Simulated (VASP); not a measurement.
# SnO2 (Cassiterite) (P4_2/mnm) in VASP: notebook

Aim: see how the results for SnO2 (Cassiterite) move with the level of theory and the settings. Levels: PBE+D3(BJ), PBE. Tasks: relaxation of cell and atoms.

Everything below comes from runs of VASP 6.6.1. Logs are shortened: lines on timing, memory, paths and dates and some standing lists are left out, and cuts for length are marked.

### 1 Starting point

Symmetry: P4_2/mnm, No. 136, tetragonal system. Conventional cell: a = 4.738 Å, b = 4.738 Å, c = 3.187 Å, α = 90.00°, β = 90.00°, γ = 90.00°. Sn (site symmetry mmm) has 6 O at 2.05 to 2.06 Å as nearest neighbours. O (site symmetry m2m) is surrounded by 3 Sn at 2.05 to 2.06 Å.

### 2 Relaxation of cell and atoms, PBE+D3(BJ)

Input file INCAR:

```
ALGO = Normal
EDIFF = 1E-6
EDIFFG = -0.01
ENCUT = 600
GGA = PE
IBRION = 2
ISIF = 3
ISMEAR = 0
IVDW = 12
KPAR = 2
LASPH = T
LCHARG = F
LREAL = F
LWAVE = F
NELM = 80
NSW = 90
PREC = Accurate
SIGMA = 0.03
```

Input file KPOINTS:

```
k-points
0
Gamma
  6 6 8
```

Input file POSCAR:

```
SnO2
1.0
    4.7380000000      0.0000000000      0.0000000000
    0.0000000000      4.7380000000      0.0000000000
    0.0000000000      0.0000000000      3.1865000000
Sn O
2 4
Direct
    0.0000000000      0.0000000000      0.0000000000
    0.5000000000      0.5000000000      0.5000000000
    0.3071000000      0.3071000000      0.0000000000
    0.1929000000      0.8071000000      0.5000000000
    0.6929000000      0.6929000000      0.0000000000
    0.8071000000      0.1929000000      0.5000000000
```

Potentials or basis: VASP PAW PBE potentials, release 64 (Sn_d, O).

On the command line:

```console
> cat potpaw_PBE.64/Sn_d/POTCAR potpaw_PBE.64/O/POTCAR > POTCAR
> mpirun -np 2 vasp_std > vasp.out
```

OUTCAR:

```text
EDIFF = 1E-6
   EDIFFG = -0.01
   ENCUT = 600
   GGA = PE
   IBRION = 2
   ISIF = 3
   ISMEAR = 0
   IVDW = 12
   LASPH = T
   LREAL = F
   NELM = 80
   NSW = 90
   PREC = Accurate
 IVDW          = 12

 ion  position               nearest neighbor table
   1  0.000  0.000  0.000-   4 2.05   6 2.05   4 2.05   6 2.05   5 2.06   3 2.06   2 3.71   2 3.71
                             2 3.71   2 3.71   2 3.71   2 3.71   2 3.71   2 3.71
   2  0.500  0.500  0.500-   3 2.05   5 2.05   3 2.05   5 2.05   4 2.06   6 2.06   1 3.71   1 3.71
                             1 3.71   1 3.71   1 3.71   1 3.71   1 3.71   1 3.71
   3  0.307  0.307  0.000-   2 2.05   2 2.05   1 2.06
   4  0.193  0.807  0.500-   1 2.05   1 2.05   2 2.06
   5  0.693  0.693  0.000-   2 2.05   2 2.05   1 2.06
   6  0.807  0.193  0.500-   1 2.05   1 2.05   2 2.06

  LATTYP: Found a simple tetragonal cell.
 ALAT       =     4.7380000000
 C/A-ratio  =     0.6725411566

  Lattice vectors:

 A1 = (   4.7380000000,   0.0000000000,   0.0000000000)
 A2 = (   0.0000000000,   4.7380000000,   0.0000000000)
 A3 = (   0.0000000000,   0.0000000000,   3.1865000000)

Analysis of symmetry for initial positions (statically):
=====================================================================
 Subroutine PRICEL returns:
 Original cell was already a primitive cell.

 Routine SETGRP: Setting up the symmetry group for a
 simple tetragonal supercell.

 Subroutine GETGRP returns: Found 16 space group operations
 (whereof  8 operations were pure point group operations)
 out of a pool of 16 trial point group operations.

The static configuration has the point symmetry D_2h.
 The point group associated with its full space group is D_4h.

Analysis of symmetry for dynamics (positions and initial velocities):
=====================================================================
 Subroutine PRICEL returns:
 Original cell was already a primitive cell.

 Routine SETGRP: Setting up the symmetry group for a
 simple tetragonal supercell.

 Subroutine GETGRP returns: Found 16 space group operations
 (whereof  8 operations were pure point group operations)
 out of a pool of 16 trial point group operations.

The dynamic configuration has the point symmetry D_2h.
 The point group associated with its full space group is D_4h.

 Subroutine INISYM returns: Found 16 space group operations
 (whereof  8 operations are pure point group operations),
 and found     1 'primitive' translations

----------------------------------------------------------------------------------------

                                     Primitive cell

  volume of cell :      71.5326

  direct lattice vectors                    reciprocal lattice vectors
     4.738000000  0.000000000  0.000000000     0.211059519  0.000000000  0.000000000
[... 84 lines left out ...]
 SYSTEM =  unknown system
   PREC   = accura    normal or accurate (medium, high low for compatibility)
   ISTART =      0    job   : 0-new  1-cont  2-samecut
   ICHARG =      2    charge: 1-file 2-atom 10-const
   ISPIN  =      1    spin polarized calculation?
   LNONCOLLINEAR =      F non collinear calculations
   LSORBIT =      F    spin-orbit coupling
   LASPH  =      T    aspherical Exc in radial PAW
   ENCUT  =  600.0 eV  44.10 Ry    6.64 a.u.   9.46  9.46  6.36*2*pi/ulx,y,z
   NELM   =     80;   NELMIN=  2; NELMDL= -5     # of ELM steps
   EDIFF  = 0.1E-05   stopping-criterion for ELM
   LREAL  =      F    real-space projection
   EDIFFG = -.1E-01   stopping-criterion for IOM
   NSW    =     90    number of steps for IOM
   IBRION =      2    ionic relax: 0-MD 1-quasi-New 2-CG
   NFREE  =      1    steps in history (QN), initial steepest desc. (CG)
   ISIF   =      3    stress and relaxation
   ISYM   =      2    0-nonsym 1-usesym 2-fastsym
   POTIM  = 0.5000    time-step for ionic-motion
   TEBEG  =    0.0;   TEEND  =   0.0 temperature during run
   PSTRESS=    0.0 pullay stress
   NELECT =      52.0000    total number of electrons
   NUPDOWN=      -1.0000    fix difference up-down
   EMIN   =  10.00;   EMAX   =-10.00  energy-range for DOS
   EFERMI =   0.00;   METHOD = LEGACY
   ISMEAR =     0;   SIGMA  =   0.03  broadening in eV -4-tet -1-fermi 0-gaus
   EFERMI_NEDOS =   21; number of points for ismear=-14 and -15
   IALGO  =     38    algorithm
   IMIX   =      4    mixing-type and parameters
     AMIX     =   0.40;   BMIX     =  1.00
     AMIX_MAG =   1.60;   BMIX_MAG =  1.00
  volume/ion in A,a.u.               =      11.92        80.45
  Fermi-wavevector in a.u.,A,eV,Ry     =   1.472000  2.781677 29.480903  2.166785
  Thomas-Fermi vector in A             =   2.587068
   LORBIT       =      0    0 simple, 1 ext, 2 COOP (PROOUT), +10 PAW based schemes
   GGA     = PE    functional components
   LHFCALC =     F    Hartree Fock is set to
   AEXX    =    0.0000 exact exchange contribution
   IVDW    =    12    specifies the selected vdW correction
   LEPSILON=     F    determine dielectric tensor
   LRPA    =     F    only Hartree local field effects (RPA)
 conjugate gradient relaxation of ions
 non-spin polarized calculation
 Gauss-broadening in eV      SIGMA  =   0.03
  energy-cutoff  :      600.00
  volume of cell :       71.53
 maximum number of plane-waves:      2409
 NGX is ok and might be reduce to    40
   NGX = 19   NGY = 19   NGZ = 13

--------------------------------------- Ionic step        1  -------------------------------------------

 number of electron      52.0000000 magnetization

 Free energy of the ion-electron system (eV)
  ---------------------------------------------------
  ext. energy  EPLUGINS =         0.00000000
  ---------------------------------------------------
  free energy    TOTEN  =       -37.16963952 eV

  energy without entropy =      -37.16963952  energy(sigma->0) =      -37.16963952

------------------------ aborting loop because EDIFF is reached ----------------------------------------

 Edisp (eV)   -1.33964

 E8    (eV) :    -0.5386
[... 167 lines left out ...]
--------------------------------------- Ionic step        5  -------------------------------------------

 number of electron      52.0000004 magnetization

 Free energy of the ion-electron system (eV)
  ---------------------------------------------------
  ext. energy  EPLUGINS =         0.00000000
  ---------------------------------------------------
  free energy    TOTEN  =       -37.30010746 eV

  energy without entropy =      -37.30010746  energy(sigma->0) =      -37.30010746

 E-fermi :   5.8618     XC(G=0): -11.0557

 val. band max:        5.6979504870   @ k =   0.0000   0.0000   0.0000
 cond. band min:       6.4969231082   @ k =   0.0000   0.0000   0.0000
 fundamental gap:      0.7989726212
 Fermi energy:         5.8618086786

 k-point     1 :       0.0000    0.0000    0.0000
  band No.  band energies     occupation
      1     -15.3537      2.00000
      2     -14.6446      2.00000
      3     -14.4496      2.00000
      4     -14.4221      2.00000
      5     -14.4221      2.00000
      6     -14.3618      2.00000
[... 805 lines left out ...]
     30      14.1728      0.00000
     31      14.8756      0.00000

 [... further k-points ...]

------------------------ aborting loop because EDIFF is reached ----------------------------------------

 Edisp (eV)   -1.28687

 E8    (eV) :    -0.5174
[... 29 lines left out ...]
  FREE ENERGIE OF THE ION-ELECTRON SYSTEM (eV)
  ---------------------------------------------------
  free  energy   TOTEN  =       -38.5869774448 eV

  energy  without entropy=      -38.5869774448  energy(sigma->0) =      -38.58697744

 reached required accuracy - stopping structural energy minimisation
```

CONTCAR:

```text
SnO2
   1.00000000000000
     4.7943559212465088   -0.0000000000000000    0.0000000000000000
     0.0000000000000000    4.7943559212465088    0.0000000000000000
     0.0000000000000000    0.0000000000000000    3.2353782217648615
  Sn              O
     2     4
Direct
     0.0000000000000000    0.0000000000000000    0.0000000000000000
     0.5000000000000000    0.5000000000000000    0.5000000000000000
     0.3062121857066943    0.3062121857066943    0.0000000000000000
     0.1937878142933057    0.8062121857066943    0.5000000000000000
     0.6937878142933057    0.6937878142933057    1.0000000000000000
     0.8062121857066943    0.1937878142933057    0.5000000000000000

  0.00000000E+00  0.00000000E+00  0.00000000E+00
  0.00000000E+00  0.00000000E+00  0.00000000E+00
  0.00000000E+00  0.00000000E+00  0.00000000E+00
  0.00000000E+00  0.00000000E+00  0.00000000E+00
  0.00000000E+00  0.00000000E+00  0.00000000E+00
  0.00000000E+00  0.00000000E+00  0.00000000E+00
```

It took 3.3 min on 2 MPI ranks of Intel Xeon Platinum 8259CL at 2.50GHz (Skylake/Cascade Lake), shared host; peak memory 0.28 GiB.

What came out:

```yaml
Free_energy: -38.5870 eV
Relaxed_volume: 12.39 Å³/atom
Relaxed_cell: a = 4.794 Å, b = 4.794 Å, c = 3.235 Å, α = 90.00°, β = 90.00°, γ = 90.00°
Space_group_after_relaxing_to_0.05_Å: P4_2/mnm (No. 136)
Energy_gained_by_relaxing: 12.9 meV/atom
Ionic_steps: 5
Pressure_after_relaxing: 0.1 GPa
Largest_force_after_relaxing: 0.004 eV/Å
Band_gap_on_the_k_mesh: 0.80 eV, direct
Dispersion_energy_per_atom: -0.214 eV
```

Forces on the atoms (eV/Å):
```
Sn   0.000  0.000  0.000
Sn   0.000  0.000  0.000
O   -0.003 -0.003  0.000
O    0.003 -0.003  0.000
O    0.003  0.003  0.000
O   -0.003  0.003  0.000
```

The path:
```csv
step,energy change (eV),largest force (eV/Å),pressure (GPa),volume (Å³)
1,0.0000,0.2986,8.50,71.53
2,0.0471,0.3067,-8.87,78.28
3,-0.0775,0.0120,-0.08,74.38
4,-0.0775,0.0062,0.10,74.32
5,-0.0777,0.0039,0.07,74.37
```

Final structure:
```yaml
crystal:
  lattice:
    - [4.79436, 0.00000, 0.00000]
    - [0.00000, 4.79436, 0.00000]
    - [0.00000, 0.00000, 3.23538]
  atoms:
    - { symbol: Sn, position: [0.00000, 0.00000, 0.00000] }
    - { symbol: Sn, position: [0.50000, 0.50000, 0.50000] }
    - { symbol: O, position: [0.30621, 0.30621, 0.00000] }
    - { symbol: O, position: [0.19379, 0.80621, 0.50000] }
    - { symbol: O, position: [0.69379, 0.69379, 0.00000] }
    - { symbol: O, position: [0.80621, 0.19379, 0.50000] }
```

Caveat: spin-orbit coupling is left out, which moves the levels of the heavy elements.

### 3 Relaxation of cell and atoms, PBE+D3(BJ)

This run uses another cell than the first one, of 12.39 Å³/atom, 1.040 times its volume.

INCAR, as its differences from that of step 2:

```diff
@@ -1,4 +1,4 @@
 ALGO = Normal
-EDIFF = 1E-6
-EDIFFG = -0.01
+EDIFF = 1E-7
+EDIFFG = -0.005
 ENCUT = 600
```

KPOINTS is that of step 2.

Input file POSCAR:

```
SnO2                                    
1.0
    4.7943559212     -0.0000000000      0.0000000000
    0.0000000000      4.7943559212      0.0000000000
    0.0000000000      0.0000000000      3.2353782218
  Sn              O             
     2     4
Direct
     0.0000000000000000    0.0000000000000000    0.0000000000000000
     0.5000000000000000    0.5000000000000000    0.5000000000000000
     0.3062121857066943    0.3062121857066943    0.0000000000000000
     0.1937878142933057    0.8062121857066943    0.5000000000000000
     0.6937878142933057    0.6937878142933057    1.0000000000000000
     0.8062121857066943    0.1937878142933057    0.5000000000000000
```

Potentials or basis: VASP PAW PBE potentials, release 64 (Sn_d, O).

On the command line:

```console
> cat potpaw_PBE.64/Sn_d/POTCAR potpaw_PBE.64/O/POTCAR > POTCAR
> mpirun -np 2 vasp_std > vasp.out
```

It took 1.8 min on 2 MPI ranks of Intel Xeon Platinum 8259CL at 2.50GHz (Skylake/Cascade Lake), shared host; peak memory 0.28 GiB.

It converged, with:

```yaml
Free_energy: -38.5936 eV
Relaxed_volume: 12.40 Å³/atom
Relaxed_cell: a = 4.796 Å, b = 4.796 Å, c = 3.234 Å, α = 90.00°, β = 90.00°, γ = 90.00°
Space_group_after_relaxing_to_0.05_Å: P4_2/mnm (No. 136)
Energy_gained_by_relaxing: 0.0 meV/atom
Ionic_steps: 2
Pressure_after_relaxing: 0.0 GPa
Band_gap_on_the_k_mesh: 0.80 eV, direct
Dispersion_energy_per_atom: -0.214 eV
```

Final structure:
```
Sn O
1.0
     4.79578    0.00000    0.00000
     0.00000    4.79578    0.00000
     0.00000    0.00000    3.23446
Sn O
2 4
Direct
  0.00000 0.00000 0.00000
  0.50000 0.50000 0.50000
  0.30619 0.30619 0.00000
  0.19381 0.80619 0.50000
  0.69381 0.69381 0.00000
  0.80619 0.19381 0.50000
```

Levels at points of the mesh, in eV from the valence-band top:
| k point | band 23 | band 24 | band 25 | band 26 | band 27 | band 28 | band 29 | band 30 |
| --- | --- | --- | --- | --- | --- | --- | --- | --- |
| (0.00, 0.00, 0.00) | -1.26 | -0.75 | -0.75 | 0.00 | 0.80 | 5.79 | 6.10 | 6.10 |
| (0.50, 0.00, 0.00) | -1.21 | -1.21 | -0.61 | -0.61 | 4.02 | 4.02 | 6.85 | 6.85 |
| (0.50, 0.50, 0.00) | -1.34 | -1.34 | -0.86 | -0.86 | 4.41 | 4.41 | 7.23 | 7.23 |
| (0.00, 0.00, 0.50) | -1.57 | -1.57 | -1.20 | -1.20 | 5.73 | 5.73 | 9.48 | 9.48 |
| (0.50, 0.00, 0.50) | -1.04 | -1.04 | -0.73 | -0.73 | 6.00 | 6.00 | 7.75 | 7.75 |
| (0.50, 0.50, 0.50) | -0.92 | -0.92 | -0.79 | -0.79 | 4.47 | 4.47 | 8.71 | 8.71 |

Caveat: spin-orbit coupling is left out, which moves the levels of the heavy elements. A hybrid or GW would open this gap; PBE tends to underestimate it.

### 4 Relaxation of cell and atoms, PBE

Input file INCAR:

```
ALGO = Normal ; EDIFF = 1E-6
EDIFFG = -0.01 ; ENCUT = 600
GGA = PE ; IBRION = 2
ISIF = 3 ; ISMEAR = 0
KPAR = 2 ; LASPH = True
LCHARG = False ; LREAL = False
LWAVE = False ; NELM = 80
NSW = 90 ; PREC = Accurate
SIGMA = 0.03
```

KPOINTS is that of step 3.

Input file POSCAR:

```
SnO2
1.0
    4.7380000000      0.0000000000      0.0000000000
    0.0000000000      4.7380000000      0.0000000000
    0.0000000000      0.0000000000      3.1865000000
Sn O
2 4
Direct
    0.0000000000      0.0000000000      0.0000000000
    0.5000000000      0.5000000000      0.5000000000
    0.3071000000      0.3071000000      0.0000000000
    0.1929000000      0.8071000000      0.5000000000
    0.6929000000      0.6929000000      0.0000000000
    0.8071000000      0.1929000000      0.5000000000
```

On the command line:

```console
> cat potpaw_PBE.64/Sn_d/POTCAR potpaw_PBE.64/O/POTCAR > POTCAR
> mpirun -np 2 vasp_std > vasp.out
```

Wall time 8 min (2 MPI ranks of Intel Xeon Platinum 8559C (Emerald Rapids), shared host); peak memory 0.26 GiB.

The run converged. Its results:

| Property | Result |
| --- | --- |
| Free energy | -37.3118 eV |
| Relaxed volume | 12.61 Å³/atom |
| Relaxed cell | a = 4.830 Å, b = 4.830 Å, c = 3.243 Å, α = 90.00°, β = 90.00°, γ = 90.00° |
| Space group after relaxing (to 0.05 Å) | P4_2/mnm (No. 136) |
| Energy gained by relaxing | 23.7 meV/atom |
| Ionic steps | 8 |
| Pressure after relaxing | 0.0 GPa |
| Largest force after relaxing | 0.004 eV/Å |
| Band gap on the k mesh | 0.64 eV, direct |

Forces on the atoms (eV/Å):
```
Sn   0.000  0.000  0.000
Sn   0.000  0.000  0.000
O   -0.003 -0.003  0.000
O    0.003 -0.003  0.000
O    0.003  0.003  0.000
O   -0.003  0.003  0.000
```

The path:
| step | energy change (eV) | largest force (eV/Å) | pressure (GPa) | volume (Å³) |
| --- | --- | --- | --- | --- |
| 1 | 0.0000 | 0.2935 | 11.61 | 71.53 |
| 2 | 0.0636 | 0.3605 | -10.52 | 80.85 |
| 3 | -0.1403 | 0.0638 | 0.00 | 75.51 |
| 4 | -0.1403 | 0.0579 | 0.21 | 75.43 |
| 5 | -0.1420 | 0.0032 | 0.10 | 75.57 |
| 6 | -0.1421 | 0.0194 | 0.06 | 75.63 |
| 7 | -0.1422 | 0.0006 | -0.12 | 75.68 |
| 8 | -0.1422 | 0.0043 | -0.04 | 75.67 |

Final structure:
```
Sn O
1.0
     4.83034    0.00000    0.00000
     0.00000    4.83034    0.00000
     0.00000    0.00000    3.24328
Sn O
2 4
Direct
  0.00000 0.00000 0.00000
  0.50000 0.50000 0.50000
  0.30658 0.30658 0.00000
  0.19342 0.80658 0.50000
  0.69342 0.69342 0.00000
  0.80658 0.19342 0.50000
```

Levels at points of the mesh, in eV from the valence-band top:
```csv
k point,band 22,band 23,band 24,band 25,band 26,band 27,band 28,band 29,band 30,band 31
"(0.00, 0.00, 0.00)",-1.26,-1.26,-0.74,-0.74,0.00,0.64,5.65,6.04,6.04,10.08
"(0.50, 0.00, 0.00)",-1.89,-1.21,-1.21,-0.60,-0.60,3.85,3.85,6.78,6.78,10.38
"(0.50, 0.50, 0.00)",-1.87,-1.33,-1.33,-0.85,-0.85,4.24,4.24,7.13,7.13,10.46
"(0.00, 0.00, 0.50)",-2.57,-1.52,-1.52,-1.18,-1.18,5.55,5.55,9.34,9.34,10.27
"(0.50, 0.00, 0.50)",-1.66,-1.01,-1.01,-0.75,-0.75,5.81,5.81,7.59,7.59,10.54
"(0.50, 0.50, 0.50)",-2.43,-0.91,-0.91,-0.78,-0.78,4.32,4.32,8.60,8.60,10.53
```

Caveat: spin-orbit coupling is left out, which moves the levels of the heavy elements. PBE gaps usually lie below the measured ones, often by a third to a half.
